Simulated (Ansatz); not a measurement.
# Sc: all-electron results

```xyz
2
Lattice="0.0000 3.2297 3.2297 3.2297 0.0000 3.2297 3.2297 3.2297 0.0000" Properties=species:S:1:pos:R:3 pbc="T T T"
Sc    0.0000    0.0000    0.0000
Sc    1.6149    1.6149    1.6149
```

Atom numbers follow the list: Sc1, Sc2.

The structure comes from a relaxation in the same program, started in the diamond type, and has space group Fd-3m. Whether it is a known phase or the ground state wasn't checked.

Method: DFT, PBE, all-electron LAPW, scalar-relativistic (Ansatz 0.2.0).

Settings: a Γ-centred 10×10×10 k mesh, Fermi–Dirac smearing of 0.03 eV, basis error target 0.25 meV/atom, no spin polarisation.

* Pressure at this cell: 0.00 GPa
* Volume per atom: 227.3 bohr³

Task: Give the computed value. Band gap.

Result: None at this level of theory (metallic, semimetallic, or a small gap that the functional closes).

Task: Give the computed value. Density of states at the Fermi level (0.2 eV bin).

Result: 5.69 states/eV per cell.
